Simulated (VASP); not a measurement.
# MgS (Pm-3m) in VASP: a series of runs

The runs below take MgS through single point, with PBEsol, HSE06.

All numbers are computed with VASP 6.6.1; they aren't measurements. Logs are shortened: lines on timing, memory, paths and dates and some standing lists are left out, and cuts for length are marked.

### Step 1. Starting point

It takes space group Pm-3m (No. 221, cubic). The conventional cell has a = 3.263 Å, b = 3.263 Å, c = 3.263 Å, α = 90.00°, β = 90.00°, γ = 90.00°. Mg (site symmetry m-3m) has 8 S at 2.83 Å as nearest neighbours. S (site symmetry m-3m) is surrounded by 8 Mg at 2.83 Å.

The cell was built by a generator and needn't be a form met in nature.

### Step 2. Single point, PBEsol

Input file INCAR:

```
PREC = Accurate
ENCUT = 520
EDIFF = 1E-6
ISMEAR = -1
SIGMA = 0.02
LREAL = False
LASPH = True
NELM = 100
ALGO = Normal
ISIF = 2
LWAVE = False
LCHARG = False
GGA = PS
NBANDS = 11
```

Input file KPOINTS:

```
regular mesh
0
Gamma
  6 6 6
```

Input file POSCAR:

```
MgS
1.0
    3.2628174072      0.0000000000      0.0000000000
    0.0000000000      3.2628174072      0.0000000000
    0.0000000000      0.0000000000      3.2628174072
Mg S
1 1
Direct
    0.0000000000      0.0000000000      0.0000000000
    0.5000000000      0.5000000000      0.5000000000
```

Potentials or basis: VASP PAW PBE potentials, release 64 (Mg, S).

The run is started by

```bash
> cat potpaw_PBE.64/Mg/POTCAR potpaw_PBE.64/S/POTCAR > POTCAR
> mpirun -np 1 vasp_std > vasp.out
```

OUTCAR:

```text
PREC = Accurate
   ENCUT = 520
   EDIFF = 1E-6
   ISMEAR = -1
   LREAL = False
   LASPH = True
   NELM = 100
   ISIF = 2
   GGA = PS

 ion  position               nearest neighbor table
   1  0.000  0.000  0.000-   2 2.83   2 2.83   2 2.83   2 2.83   2 2.83   2 2.83   2 2.83   2 2.83

   2  0.500  0.500  0.500-   1 2.83   1 2.83   1 2.83   1 2.83   1 2.83   1 2.83   1 2.83   1 2.83

  LATTYP: Found a simple cubic cell.
 ALAT       =     3.2628174072

  Lattice vectors:

 A1 = (   3.2628174072,   0.0000000000,   0.0000000000)
 A2 = (   0.0000000000,   3.2628174072,   0.0000000000)
 A3 = (   0.0000000000,   0.0000000000,   3.2628174072)

Analysis of symmetry for initial positions (statically):
=====================================================================
 Subroutine PRICEL returns:
 Original cell was already a primitive cell.

 Routine SETGRP: Setting up the symmetry group for a
 simple cubic supercell.

 Subroutine GETGRP returns: Found 48 space group operations
 (whereof 48 operations were pure point group operations)
 out of a pool of 48 trial point group operations.

The static configuration has the point symmetry O_h .

Analysis of symmetry for dynamics (positions and initial velocities):
=====================================================================
 Subroutine PRICEL returns:
 Original cell was already a primitive cell.

 Routine SETGRP: Setting up the symmetry group for a
 simple cubic supercell.

 Subroutine GETGRP returns: Found 48 space group operations
 (whereof 48 operations were pure point group operations)
 out of a pool of 48 trial point group operations.

The dynamic configuration has the point symmetry O_h .

 Subroutine INISYM returns: Found 48 space group operations
 (whereof 48 operations are pure point group operations),
 and found     1 'primitive' translations

----------------------------------------------------------------------------------------

                                     Primitive cell

  volume of cell :      34.7359

  direct lattice vectors                    reciprocal lattice vectors
     3.262817407  0.000000000  0.000000000     0.306483592  0.000000000  0.000000000
     0.000000000  3.262817407  0.000000000     0.000000000  0.306483592  0.000000000
     0.000000000  0.000000000  3.262817407     0.000000000  0.000000000  0.306483592

  length of vectors
     3.262817407  3.262817407  3.262817407     0.306483592  0.306483592  0.306483592

  position of ions in fractional coordinates (direct lattice)
     0.000000000  0.000000000  0.000000000
     0.500000000  0.500000000  0.500000000

  ion indices of the primitive-cell ions
   primitive index   ion index
                 1           1
                 2           2

----------------------------------------------------------------------------------------

 KPOINTS: regular mesh

Automatic generation of k-mesh.
 Grid dimensions read from file:
 generate k-points for:    6    6    6

 Generating k-lattice:

  Cartesian coordinates                     Fractional coordinates (reciprocal lattice)
     0.051080599  0.000000000  0.000000000     0.166666667  0.000000000  0.000000000
     0.000000000  0.051080599  0.000000000     0.000000000  0.166666667  0.000000000
     0.000000000  0.000000000  0.051080599     0.000000000  0.000000000  0.166666667

  Length of vectors
     0.051080599  0.051080599  0.051080599

  Shift w.r.t. Gamma in fractional coordinates (k-lattice)
     0.000000000  0.000000000  0.000000000

 Subroutine IBZKPT returns following result:
 ===========================================

 Found     20 irreducible k-points:

 Following reciprocal coordinates:
            Coordinates               Weight
  0.000000  0.000000  0.000000      1.000000
  0.166667  0.000000  0.000000      6.000000
  0.333333  0.000000  0.000000      6.000000
  0.500000  0.000000  0.000000      3.000000
  0.166667  0.166667  0.000000     12.000000
  0.333333  0.166667  0.000000     24.000000
[... 12 lines left out ...]
  0.500000  0.500000  0.333333      6.000000
  0.500000  0.500000  0.500000      1.000000
   k-points           NKPTS =     20   k-points in BZ     NKDIM =     20   number of bands    NBANDS=     11
   number of dos      NEDOS =    301   number of ions     NIONS =      2
   total plane-waves  NPLWV =  13824
   dimension x,y,z NGX =    24 NGY =   24 NGZ =   24
   dimension x,y,z NGXF=    48 NGYF=   48 NGZF=   48
   ions per type =               1   1
   NGX,Y,Z   is equivalent  to a cutoff of  12.23, 12.23, 12.23 a.u.
   NGXF,Y,Z  is equivalent  to a cutoff of  24.46, 24.46, 24.46 a.u.
 SYSTEM =  unknown system
   PREC   = accura    normal or accurate (medium, high low for compatibility)
   ISTART =      0    job   : 0-new  1-cont  2-samecut
   ICHARG =      2    charge: 1-file 2-atom 10-const
   ISPIN  =      1    spin polarized calculation?
   LNONCOLLINEAR =      F non collinear calculations
   LSORBIT =      F    spin-orbit coupling
   LASPH  =      T    aspherical Exc in radial PAW
   ENCUT  =  520.0 eV  38.22 Ry    6.18 a.u.   6.07  6.07  6.07*2*pi/ulx,y,z
   NELM   =    100;   NELMIN=  2; NELMDL= -5     # of ELM steps
   EDIFF  = 0.1E-05   stopping-criterion for ELM
   LREAL  =      F    real-space projection
   EDIFFG = 0.1E-04   stopping-criterion for IOM
   NSW    =      0    number of steps for IOM
   IBRION =     -1    ionic relax: 0-MD 1-quasi-New 2-CG
   NFREE  =      0    steps in history (QN), initial steepest desc. (CG)
   ISIF   =      2    stress and relaxation
   ISYM   =      2    0-nonsym 1-usesym 2-fastsym
   POTIM  = 0.5000    time-step for ionic-motion
   TEBEG  =    0.0;   TEEND  =   0.0 temperature during run
   PSTRESS=    0.0 pullay stress
   NELECT =       8.0000    total number of electrons
   NUPDOWN=      -1.0000    fix difference up-down
   EMIN   =  10.00;   EMAX   =-10.00  energy-range for DOS
   EFERMI =   0.00;   METHOD = LEGACY
   ISMEAR =    -1;   SIGMA  =   0.02  broadening in eV -4-tet -1-fermi 0-gaus
   EFERMI_NEDOS =   21; number of points for ismear=-14 and -15
   IALGO  =     38    algorithm
   IMIX   =      4    mixing-type and parameters
     AMIX     =   0.40;   BMIX     =  1.00
     AMIX_MAG =   1.60;   BMIX_MAG =  1.00
  volume/ion in A,a.u.               =      17.37       117.20
  Fermi-wavevector in a.u.,A,eV,Ry     =   1.003488  1.896317 13.700898  1.006988
  Thomas-Fermi vector in A             =   2.136043
   LORBIT       =      0    0 simple, 1 ext, 2 COOP (PROOUT), +10 PAW based schemes
   GGA     = PS    functional components
   LHFCALC =     F    Hartree Fock is set to
   AEXX    =    0.0000 exact exchange contribution
   IVDW    =     0    specifies the selected vdW correction
   LEPSILON=     F    determine dielectric tensor
   LRPA    =     F    only Hartree local field effects (RPA)
 non-spin polarized calculation
  energy-cutoff  :      520.00
  volume of cell :       34.74
 maximum number of plane-waves:       968
   NGX = 13   NGY = 13   NGZ = 13

 number of electron       7.9999996 magnetization

 Free energy of the ion-electron system (eV)
  ---------------------------------------------------
  ext. energy  EPLUGINS =         0.00000000
  ---------------------------------------------------
  free energy    TOTEN  =        -7.86458589 eV

  energy without entropy =       -7.86265475  energy(sigma->0) =       -7.86362032

 E-fermi :   5.3018     XC(G=0):  -9.9800

 val. band max:        5.2970463236   @ k =   0.5000   0.3333   0.0000
 cond. band min:       5.5041051995   @ k =   0.5000   0.5000   0.0000
 fundamental gap:      0.2070588760
 Fermi energy:         5.3018364490

 k-point     1 :       0.0000    0.0000    0.0000
  band No.  band energies     occupation
      1      -8.6761      2.00000
      2       4.0194      2.00000
      3       4.0194      2.00000
      4       4.0194      2.00000
      5       6.1660      0.00000
      6       9.6418      0.00000
      7       9.6418      0.00000
      8      17.8375      0.00000
      9      17.8375      0.00000
     10      17.8375      0.00000
     11      18.6536      0.00000

 k-point     2 :       0.1667    0.0000    0.0000
  band No.  band energies     occupation
      1      -8.4376      2.00000
      2       1.9844      2.00000
      3       4.1837      2.00000
      4       4.1837      2.00000
      5       7.2263      0.00000
      6      10.0178      0.00000
      7      11.2403      0.00000
      8      15.6741      0.00000
      9      15.6741      0.00000
     10      16.9837      0.00000
     11      18.9655      0.00000

 k-point     3 :       0.3333    0.0000    0.0000
  band No.  band energies     occupation
      1      -7.8593      2.00000
      2      -0.3667      2.00000
      3       4.5573      2.00000
      4       4.5573      2.00000
      5       8.3541      0.00000
      6      11.1259      0.00000
      7      12.3332      0.00000
      8      13.5931      0.00000
      9      13.5931      0.00000
     10      15.8918      0.00000
     11      18.1342      0.00000

 k-point     4 :       0.5000    0.0000    0.0000
  band No.  band energies     occupation
      1      -7.4876      2.00000
      2      -1.3660      2.00000
      3       4.7743      2.00000
      4       4.7743      2.00000
      5       9.1442      0.00000
      6      11.6078      0.00000
      7      12.4645      0.00000
      8      12.7732      0.00000
      9      12.7732      0.00000
     10      13.8103      0.00000
     11      20.4585      0.00000

 k-point     5 :       0.1667    0.1667    0.0000
  band No.  band energies     occupation
      1      -8.2046      2.00000
      2       1.9377      2.00000
      3       2.5730      2.00000
      4       4.3477      2.00000
      5       8.2684      0.00000
      6      10.8129      0.00000
      7      11.8546      0.00000
      8      13.8882      0.00000
      9      15.4560      0.00000
     10      16.9933      0.00000
     11      17.5923      0.00000
[... 155 lines left out ...]
 k-point    17 :       0.3333    0.3333    0.3333
  band No.  band energies     occupation
      1      -6.4440      2.00000
      2       1.1900      2.00000
      3       1.7293      2.00000
      4       1.7293      2.00000
      5       7.9232      0.00000
      6       8.6944      0.00000
      7       8.6944      0.00000
      8      14.4474      0.00000
      9      17.3959      0.00000
     10      18.1758      0.00000
     11      18.1758      0.00000

 k-point    18 :       0.5000    0.3333    0.3333
  band No.  band energies     occupation
      1      -6.1525      2.00000
      2       0.6620      2.00000
      3       1.8301      2.00000
      4       2.1284      2.00000
      5       7.0963      0.00000
      6       7.6417      0.00000
      7       9.0292      0.00000
      8      13.3936      0.00000
      9      17.9224      0.00000
     10      18.6292      0.00000
     11      19.9886      0.00000

 k-point    19 :       0.5000    0.5000    0.3333
  band No.  band energies     occupation
      1      -5.8775      2.00000
      2       1.1377      2.00000
      3       1.1377      2.00000
      4       2.3623      2.00000
      5       6.1948      0.00000
      6       8.0338      0.00000
      7       8.0338      0.00000
      8      12.1154      0.00000
      9      18.7316      0.00000
     10      20.6637      0.00000
     11      20.6637      0.00000

 k-point    20 :       0.5000    0.5000    0.5000
  band No.  band energies     occupation
      1      -5.6128      2.00000
      2       1.5526      2.00000
      3       1.5526      2.00000
      4       1.5526      2.00000
      5       6.9472      0.00000
      6       6.9472      0.00000
      7       6.9472      0.00000
      8      10.7030      0.00000
      9      21.7317      0.00000
     10      21.7317      0.00000
     11      21.7317      0.00000

------------------------ aborting loop because EDIFF is reached ----------------------------------------

  FORCE on cell =-STRESS in cart. coord.  units (eV):
  Direction    XX          YY          ZZ          XY          YZ          ZX
  --------------------------------------------------------------------------------------
  -------------------------------------------------------------------------------------
  Total       -0.3952030     -0.3952030     -0.3952030     -0.0000000     -0.0000000      0.0000000
  in kB      -18.2285648    -18.2285648    -18.2285648     -0.0000000     -0.0000000      0.0000000
  external PRESSURE =     -18.2285648 kB  Pullay stress =       0.0000000 kB

 VOLUME and BASIS-vectors are now :
 -----------------------------------------------------------------------------
  energy-cutoff  :      520.00
  volume of cell :       34.74
      direct lattice vectors                 reciprocal lattice vectors
     3.262817407  0.000000000  0.000000000     0.306483592  0.000000000  0.000000000
     0.000000000  3.262817407  0.000000000     0.000000000  0.306483592  0.000000000
     0.000000000  0.000000000  3.262817407     0.000000000  0.000000000  0.306483592

 POSITION                                       TOTAL-FORCE (eV/Angst)
 -----------------------------------------------------------------------------------
      0.00000      0.00000      0.00000         0.000000      0.000000      0.000000
      1.63141      1.63141      1.63141         0.000000      0.000000      0.000000
 -----------------------------------------------------------------------------------
    total drift:                               -0.000000     -0.000000     -0.000000

  FREE ENERGIE OF THE ION-ELECTRON SYSTEM (eV)
  ---------------------------------------------------
  free  energy   TOTEN  =        -7.8645858903 eV

  energy  without entropy=       -7.8626547520  energy(sigma->0) =       -7.86362032
```

Wall time 4.3 s (1 thread of Intel Xeon Platinum 8488C (Sapphire Rapids), shared host); peak memory 0.13 GiB.

What came out:

```
Free energy            : -7.8646 eV
Pressure               : -1.8 GPa
Band gap on the k mesh : none (metal or under the smearing width)
```

Levels at points of the mesh, in eV from the Fermi level:
```csv
k point,band 2,band 3,band 4,band 5,band 6,band 7
"(0.00, 0.00, 0.00)",-1.28,-1.28,-1.28,0.86,4.34,4.34
"(0.50, 0.00, 0.00)",-6.67,-0.53,-0.53,3.84,6.31,7.16
"(0.50, 0.50, 0.00)",-5.03,-5.03,-0.39,0.20,7.61,8.42
"(0.50, 0.50, 0.50)",-3.75,-3.75,-3.75,1.65,1.65,1.65
```

Caveat: the PAW data sets were made with another functional, which shifts forces and pressure a little.

### Step 3. Single point, HSE06

POSCAR is that of step 2.

Input file INCAR.step1:

```
  PREC = Accurate
  ENCUT = 520
  EDIFF = 1E-5
  ISMEAR = -1
  SIGMA = 0.02
  LREAL = False
  LASPH = True
  NELM = 100
  ALGO = Normal
  ISIF = 2
  LWAVE = True
  NBANDS = 11
  GGA = PE
```

Input file INCAR.step2:

```
  PREC = Accurate
  ENCUT = 520
  EDIFF = 1E-6
  ISMEAR = -1
  SIGMA = 0.02
  LREAL = False
  LASPH = True
  NELM = 100
  ALGO = Normal
  ISIF = 2
  LWAVE = False
  LCHARG = True
  GGA = PE
  LHFCALC = True
  HFSCREEN = 0.2079
  PRECFOCK = Normal
  LELF = True
  LVHAR = True
  NBANDS = 11
  ISTART = 1
```

Input file KPOINTS:

```
Automatic mesh
0
Gamma
  4 4 4
```

Potentials or basis: VASP PAW PBE potentials, release 64 (Mg, S).

The run is started by

```bash
> cat potpaw_PBE.64/Mg/POTCAR potpaw_PBE.64/S/POTCAR > POTCAR
> cp INCAR.step1 INCAR
> mpirun -np 1 vasp_std > vasp.out
> cp INCAR.step2 INCAR
> mpirun -np 1 vasp_std > vasp.out
```

It took 3.2 min on 1 thread of Intel Xeon Platinum 8488C (Sapphire Rapids), shared host; peak memory 0.24 GiB.

The run converged. Its results:

```
Free energy            : -8.4177 eV
Pressure               : -0.7 GPa
Band gap on the k mesh : 0.02 eV, direct
```

Levels at points of the mesh, in eV from the valence-band top:
| k point | band 2 | band 3 | band 4 | band 5 | band 6 | band 7 |
| --- | --- | --- | --- | --- | --- | --- |
| (0.00, 0.00, 0.00) | -1.69 | -1.69 | -1.69 | 1.48 | 5.05 | 5.05 |
| (0.50, 0.00, 0.00) | -7.49 | -0.84 | -0.84 | 4.60 | 7.28 | 8.01 |
| (0.50, 0.50, 0.00) | -5.71 | -5.71 | 0.00 | 0.02 | 8.52 | 9.46 |
| (0.50, 0.50, 0.50) | -4.31 | -4.31 | -4.31 | 2.20 | 2.20 | 2.20 |

Caveat: the k mesh is coarse (spacing up to 0.48 Å⁻¹), so the values aren't converged, least of all with exact exchange; the PAW data sets were made with another functional, which shifts forces and pressure a little.
